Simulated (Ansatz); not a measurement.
Input of an Ansatz 0.2.0 run:

File input.yaml:

```yaml
crystal:
  lattice:
    - [0.0, 3.039, 3.039]
    - [3.039, 0.0, 3.039]
    - [3.039, 3.039, 0.0]
  atoms:
    - { symbol: Hg, position: [0.0, 0.0, 0.0] }
    - { symbol: Se, position: [0.75, 0.75, 0.75] }
kpoints:
  mp_grid: { grid: [8, 8, 8] }
scf:
  occupations: { method: fermi_dirac, width: 0.05 }
hamiltonian:
  xc: pbe
  pseudopotentials: { kind: all_electron, lapw: { basis_error: 0.001 } }
output:
  forces: true
  stress: true
relax:
  f_tol: 0.01
  max_steps: 60
  cell: {}
```

Potentials or basis: all-electron LAPW, scalar-relativistic.

Launch:

```sh
$ ansatz run input.yaml --threads 1 --pin off --max-ram 3072MiB --backend cpu --events-out ev --progress --plain --runs-dir out
```

**Question.** Estimate the relaxed cell.

**Answer.** a = 4.426 Å, b = 4.426 Å, c = 4.426 Å, α = 60.00°, β = 60.00°, γ = 60.00°.

**Question.** What does it give for the space group after relaxing (to 0.05 Å)?

**Answer.** F-43m (No. 216).

The path:
| step | energy change (eV) | largest force (eV/Å) | volume (Å³) |
| --- | --- | --- | --- |
| 1 | 0.0000 | 0.0000 | 56.13 |
| 2 | -0.0658 | 0.0000 | 62.80 |
| 3 | -0.0701 | 0.0000 | 61.58 |
| 4 | -0.0702 | 0.0000 | 61.33 |
| 5 | -0.0702 | 0.0000 | 61.33 |

Spin-orbit coupling is left out, which matters for the levels of Hg. PBE usually gives volumes a little too large and moduli too small.
